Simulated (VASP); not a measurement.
# Zr in VASP: relaxation of the atoms with PBEsol

Aim: the relaxation of the atoms of Zr with PBEsol.

Everything below comes from runs of VASP 6.6.1. Logs are shortened: lines on timing, memory, paths and dates and some standing lists are left out, and cuts for length are marked.

## 1. The structure

The cell holds a slab with vacuum, 16 atoms: a = 6.657 Å, b = 6.657 Å, c = 33.772 Å, α = 90.00°, β = 90.00°, γ = 120.00°.

The cell was built by a generator and needn't be a form met in nature.

## 2. Relaxation of the atoms, PBEsol

File INCAR:

```
PREC = Accurate
ENCUT = 520
EDIFF = 1E-6
ISMEAR = 1
SIGMA = 0.1
LREAL = F
LASPH = T
NELM = 120
ALGO = Normal
ISIF = 2
LWAVE = F
LCHARG = F
LDIPOL = T
IDIPOL = 3
DIPOL = 0.5 0.5 0.500
GGA = PS
IBRION = 2
NSW = 90
EDIFFG = -0.02
KPAR = 4
```

File KPOINTS:

```
Automatic mesh
0
Gamma
  6 6 1
```

File POSCAR:

```
Zr
1.0
    0.0000000000      6.6573457000      0.0000000000
   -5.7654304600     -3.3286729000      0.0000000000
    0.0000000000      0.0000000000     33.7719694300
Zr
16
Direct
    0.6666670000      1.0000000000      0.3923287900
    0.6666670000      0.5000000000      0.3923287900
    0.1666670000      1.0000000000      0.3923287900
    0.1666670000      0.5000000000      0.3923287900
    0.5000010000      0.6666660000      0.4641096000
    0.5000010000      0.1666660000      0.4641096000
    0.0000010000      0.6666660000      0.4641096000
    0.0000010000      0.1666660000      0.4641096000
    0.6666670000      1.0000000000      0.5358904000
    0.6666670000      0.5000000000      0.5358904000
    0.1666670000      1.0000000000      0.5358904000
    0.1666670000      0.5000000000      0.5358904000
    0.5000010000      0.6666660000      0.6076712100
    0.5000010000      0.1666660000      0.6076712100
    0.0000010000      0.6666660000      0.6076712100
    0.0000010000      0.1666660000      0.6076712100
```

Potentials or basis: VASP PAW PBE potentials, release 64 (Zr_sv).

Run with:

```
$ cat potpaw_PBE.64/Zr_sv/POTCAR > POTCAR
$ mpirun -np 4 vasp_std > vasp.out
```

OUTCAR:

```text
PREC = Accurate
   ENCUT = 520
   EDIFF = 1E-6
   ISMEAR = 1
   LREAL = F
   LASPH = T
   NELM = 120
   ISIF = 2
   GGA = PS
   IBRION = 2
   NSW = 90
   EDIFFG = -0.02

 ion  position               nearest neighbor table
   1  0.667  0.000  0.392-   6 3.09   5 3.09   8 3.09   4 3.33   4 3.33   2 3.33   2 3.33   3 3.33
                             3 3.33
   2  0.667  0.500  0.392-   5 3.09   6 3.09   7 3.09   3 3.33   3 3.33   1 3.33   1 3.33   4 3.33
                             4 3.33
   3  0.167  0.000  0.392-   8 3.09   7 3.09   6 3.09   2 3.33   2 3.33   4 3.33   4 3.33   1 3.33
                             1 3.33
   4  0.167  0.500  0.392-   7 3.09   8 3.09   5 3.09   1 3.33   1 3.33   3 3.33   3 3.33   2 3.33
                             2 3.33
   5  0.500  0.667  0.464-  10 3.09   2 3.09   9 3.09  12 3.09   1 3.09   4 3.09   8 3.33   8 3.33
                             6 3.33   6 3.33   7 3.33   7 3.33
   6  0.500  0.167  0.464-   9 3.09   1 3.09  10 3.09  11 3.09   2 3.09   3 3.09   7 3.33   7 3.33
                             5 3.33   5 3.33   8 3.33   8 3.33
   7  0.000  0.667  0.464-  12 3.09   4 3.09  11 3.09  10 3.09   3 3.09   2 3.09   6 3.33   6 3.33
                             8 3.33   8 3.33   5 3.33   5 3.33
   8  0.000  0.167  0.464-  11 3.09   3 3.09  12 3.09   9 3.09   4 3.09   1 3.09   5 3.33   5 3.33
                             7 3.33   7 3.33   6 3.33   6 3.33
   9  0.667  0.000  0.536-   6 3.09  14 3.09   5 3.09   8 3.09  13 3.09  16 3.09  12 3.33  12 3.33
[... 22 lines left out ...]
 A1 = (   0.0000000000,   6.6573457000,   0.0000000000)
 A2 = (  -5.7654304600,  -3.3286729000,   0.0000000000)
 A3 = (   0.0000000000,   0.0000000000,  33.7719694300)

Analysis of symmetry for initial positions (statically):
=====================================================================
 Subroutine PRICEL returns following result:

  LATTYP: Found a hexagonal cell.
 ALAT       =     3.3286728500
 C/A-ratio  =    10.1457760951

  Lattice vectors:

 A1 = (   0.0000000000,   3.3286728500,   0.0000000000)
 A2 = (  -2.8827152300,  -1.6643364500,   0.0000000000)
 A3 = (   0.0000000000,   0.0000000000,  33.7719694300)

   4 primitive cells build up your supercell.

 Routine SETGRP: Setting up the symmetry group for a
 hexagonal supercell.

 Subroutine GETGRP returns: Found 12 space group operations
 (whereof  2 operations were pure point group operations)
 out of a pool of 24 trial point group operations.

The static configuration has the point symmetry C_2 .
 The point group associated with its full space group is D_3d.

Analysis of symmetry for dynamics (positions and initial velocities):
=====================================================================
 Subroutine PRICEL returns following result:

  LATTYP: Found a hexagonal cell.
 ALAT       =     3.3286728500
 C/A-ratio  =    10.1457760951

  Lattice vectors:

 A1 = (   0.0000000000,   3.3286728500,   0.0000000000)
 A2 = (  -2.8827152300,  -1.6643364500,   0.0000000000)
 A3 = (   0.0000000000,   0.0000000000,  33.7719694300)

   4 primitive cells build up your supercell.

 Routine SETGRP: Setting up the symmetry group for a
 hexagonal supercell.

 Subroutine GETGRP returns: Found 12 space group operations
 (whereof  2 operations were pure point group operations)
 out of a pool of 24 trial point group operations.

The dynamic configuration has the point symmetry C_2 .
 The point group associated with its full space group is D_3d.

 Subroutine INISYM returns: Found 12 space group operations
 (whereof  2 operations are pure point group operations),
 and found     4 'primitive' translations

----------------------------------------------------------------------------------------

                                     Primitive cell

  volume of cell :     324.0628

  direct lattice vectors                    reciprocal lattice vectors
     0.000000000  3.328672850  0.000000000    -0.173447589  0.300420031  0.000000000
    -2.882715230 -1.664336450  0.000000000    -0.346895174  0.000000000  0.000000000
     0.000000000  0.000000000 33.771969430     0.000000000  0.000000000  0.029610355

  length of vectors
[... 26 lines left out ...]
    -0.014453966  0.025035003  0.000000000     0.166666667 -0.000000000  0.000000000
    -0.028907931  0.000000000  0.000000000     0.000000000  0.166666667  0.000000000
     0.000000000  0.000000000  0.029610355     0.000000000  0.000000000  1.000000000

  Length of vectors
     0.028907931  0.028907931  0.029610355

  Shift w.r.t. Gamma in fractional coordinates (k-lattice)
     0.000000000  0.000000000  0.000000000

 Subroutine IBZKPT returns following result:
 ===========================================

 Found      7 irreducible k-points:

 Following reciprocal coordinates:
            Coordinates               Weight
  0.000000  0.000000  0.000000      1.000000
  0.166667 -0.000000  0.000000      6.000000
  0.333333  0.000000  0.000000      6.000000
  0.500000  0.000000  0.000000      3.000000
  0.166667  0.166667  0.000000      6.000000
  0.333333  0.166667  0.000000     12.000000
  0.333333  0.333333  0.000000      2.000000
   k-points           NKPTS =      7   k-points in BZ     NKDIM =      7   number of bands    NBANDS=    115
   number of dos      NEDOS =    301   number of ions     NIONS =     16
   total plane-waves  NPLWV = 630000
   dimension x,y,z NGX =    50 NGY =   50 NGZ =  252
   dimension x,y,z NGXF=   100 NGYF=  100 NGZF=  504
   ions per type =              16
   NGX,Y,Z   is equivalent  to a cutoff of  12.49, 12.49, 12.40 a.u.
   NGXF,Y,Z  is equivalent  to a cutoff of  24.97, 24.97, 24.81 a.u.
 SYSTEM =  unknown system
   PREC   = accura    normal or accurate (medium, high low for compatibility)
   ISTART =      0    job   : 0-new  1-cont  2-samecut
   ICHARG =      2    charge: 1-file 2-atom 10-const
   ISPIN  =      1    spin polarized calculation?
   LNONCOLLINEAR =      F non collinear calculations
   LSORBIT =      F    spin-orbit coupling
   LASPH  =      T    aspherical Exc in radial PAW
   ENCUT  =  520.0 eV  38.22 Ry    6.18 a.u.  12.38 12.38 62.79*2*pi/ulx,y,z
   NELM   =    120;   NELMIN=  2; NELMDL= -5     # of ELM steps
   EDIFF  = 0.1E-05   stopping-criterion for ELM
   LREAL  =      F    real-space projection
   EDIFFG = -.2E-01   stopping-criterion for IOM
   NSW    =     90    number of steps for IOM
   IBRION =      2    ionic relax: 0-MD 1-quasi-New 2-CG
   NFREE  =      1    steps in history (QN), initial steepest desc. (CG)
   ISIF   =      2    stress and relaxation
   ISYM   =      2    0-nonsym 1-usesym 2-fastsym
   POTIM  = 0.5000    time-step for ionic-motion
   TEBEG  =    0.0;   TEEND  =   0.0 temperature during run
   PSTRESS=    0.0 pullay stress
   NELECT =     192.0000    total number of electrons
   NUPDOWN=      -1.0000    fix difference up-down
   EMIN   =  10.00;   EMAX   =-10.00  energy-range for DOS
   EFERMI =   0.00;   METHOD = LEGACY
   ISMEAR =     1;   SIGMA  =   0.10  broadening in eV -4-tet -1-fermi 0-gaus
   EFERMI_NEDOS =   21; number of points for ismear=-14 and -15
   IALGO  =     38    algorithm
   IMIX   =      4    mixing-type and parameters
     AMIX     =   0.40;   BMIX     =  1.00
     AMIX_MAG =   1.60;   BMIX_MAG =  1.00
  volume/ion in A,a.u.               =      81.02       546.72
  Fermi-wavevector in a.u.,A,eV,Ry     =   0.866188  1.636858 10.208202  0.750282
  Thomas-Fermi vector in A             =   1.984541
   LORBIT       =      0    0 simple, 1 ext, 2 COOP (PROOUT), +10 PAW based schemes
   GGA     = PS    functional components
   LHFCALC =     F    Hartree Fock is set to
   AEXX    =    0.0000 exact exchange contribution
   IVDW    =     0    specifies the selected vdW correction
   LEPSILON=     F    determine dielectric tensor
   LRPA    =     F    only Hartree local field effects (RPA)
 conjugate gradient relaxation of ions
 non-spin polarized calculation
 Methfessel and Paxton  Order N= 1 SIGMA  =   0.10
  energy-cutoff  :      520.00
  volume of cell :     1296.25
 maximum number of plane-waves:     35021
 NGX is ok and might be reduce to    50
   NGX = 25   NGY = 25   NGZ =125

--------------------------------------- Ionic step        1  -------------------------------------------

 number of electron     192.0000000 magnetization

 Free energy of the ion-electron system (eV)
  ---------------------------------------------------
  ext. energy  EPLUGINS =         0.00000000
  ---------------------------------------------------
  free energy    TOTEN  =      -136.03655908 eV

  energy without entropy =     -136.01133679  energy(sigma->0) =     -136.02815165

------------------------ aborting loop because EDIFF is reached ----------------------------------------

  FORCE on cell =-STRESS in cart. coord.  units (eV):
  Direction    XX          YY          ZZ          XY          YZ          ZX
  --------------------------------------------------------------------------------------
  -------------------------------------------------------------------------------------
  Total      -22.3731111    -22.3731114     -3.4589766     -0.0000002      0.0000000      0.0000000
  in kB      -27.6533485    -27.6533489     -4.2753233     -0.0000002      0.0000000      0.0000000
  external PRESSURE =     -19.8606736 kB  Pullay stress =       0.0000000 kB
[... 237 lines left out ...]
--------------------------------------- Ionic step        6  -------------------------------------------

 number of electron     192.0000000 magnetization

 dipolmoment           0.000000      0.000000     -0.000000 electrons x Angstroem

 Free energy of the ion-electron system (eV)
  ---------------------------------------------------
  ext. energy  EPLUGINS =         0.00000000
  ---------------------------------------------------
  free energy    TOTEN  =      -136.44211852 eV

  energy without entropy =     -136.42143387  energy(sigma->0) =     -136.43522364

 E-fermi :  -0.2874     XC(G=0):  -3.8489

 val. band max:       -0.2882589044   @ k =   0.3333   0.1667   0.0000
 cond. band min:      -0.2851487168   @ k =   0.3333   0.0000   0.0000
 fundamental gap:      0.0031101875
 Fermi energy:        -0.2874284065

 k-point     1 :       0.0000    0.0000    0.0000
  band No.  band energies     occupation
      1     -49.2558      2.00000
      2     -49.2536      2.00000
      3     -49.1830      2.00000
      4     -49.1830      2.00000
      5     -49.1830      2.00000
      6     -49.1829      2.00000
[... 766 lines left out ...]
    107       0.0965     -0.00000
    108       0.4364     -0.00000
 [bands above 108 left out]

------------------------ aborting loop because EDIFF is reached ----------------------------------------

 vacuum level on the upper side and lower side of the slab       (xc-potential included)        -0.016        -0.015

  FORCE on cell =-STRESS in cart. coord.  units (eV):
  Direction    XX          YY          ZZ          XY          YZ          ZX
  --------------------------------------------------------------------------------------
  -------------------------------------------------------------------------------------
  Total      -19.4260499    -19.4260501      0.2056836     -0.0000002     -0.0000000     -0.0000000
  in kB      -24.0107567    -24.0107570      0.2542266     -0.0000002     -0.0000000     -0.0000000
  external PRESSURE =     -15.9224290 kB  Pullay stress =       0.0000000 kB
[... 31 lines left out ...]
  FREE ENERGIE OF THE ION-ELECTRON SYSTEM (eV)
  ---------------------------------------------------
  free  energy   TOTEN  =      -136.4421185195 eV

  energy  without entropy=     -136.4214338696  energy(sigma->0) =     -136.43522364

 reached required accuracy - stopping structural energy minimisation

 vacuum level on the upper side and lower side of the slab         3.800         3.801
```

It took 43 min on 4 MPI ranks of Intel Xeon 6975P-C (Granite Rapids), shared host; peak memory 1.8 GiB.

Results:

```
Free energy                  : -136.4421 eV
Energy gained by relaxing    : 25.3 meV/atom
Ionic steps                  : 6
Largest force after relaxing : 0.013 eV/Å
Band gap on the k mesh       : none (metal or under the smearing width)
```

Forces on the atoms (eV/Å):
```
Zr   0.000  0.000 -0.008
Zr   0.000  0.000 -0.008
Zr   0.000  0.000 -0.008
Zr   0.000  0.000 -0.008
Zr   0.000  0.000 -0.013
Zr   0.000  0.000 -0.013
Zr   0.000  0.000 -0.013
Zr   0.000  0.000 -0.013
Zr   0.000  0.000  0.013
Zr   0.000  0.000  0.013
Zr   0.000  0.000  0.013
Zr   0.000  0.000  0.013
Zr   0.000  0.000  0.008
Zr   0.000  0.000  0.008
Zr   0.000  0.000  0.008
Zr   0.000  0.000  0.008
```

The path:
```csv
step,energy change (eV),largest force (eV/Å),pressure (GPa)
1,0.0000,0.9292,-1.99
2,-0.3075,0.4770,-1.80
3,-0.4042,0.0406,-1.54
4,-0.4044,0.0257,-1.55
5,-0.4048,0.0209,-1.56
6,-0.4056,0.0132,-1.59
```

Final structure:
```
CELL_PARAMETERS angstrom
0.00000 6.65735 0.00000
-5.76543 -3.32867 0.00000
0.00000 0.00000 33.77197
ATOMIC_POSITIONS crystal
Zr 0.66667 0.00000 0.39330
Zr 0.66667 0.50000 0.39330
Zr 0.16667 0.00000 0.39330
Zr 0.16667 0.50000 0.39330
Zr 0.50000 0.66667 0.46150
Zr 0.50000 0.16667 0.46150
Zr 0.00000 0.66667 0.46150
Zr 0.00000 0.16667 0.46150
Zr 0.66667 0.00000 0.53850
Zr 0.66667 0.50000 0.53850
Zr 0.16667 0.00000 0.53850
Zr 0.16667 0.50000 0.53850
Zr 0.50000 0.66667 0.60670
Zr 0.50000 0.16667 0.60670
Zr 0.00000 0.66667 0.60670
Zr 0.00000 0.16667 0.60670
```

Caveat: the PAW data sets were made with another functional, which shifts forces and pressure a little.
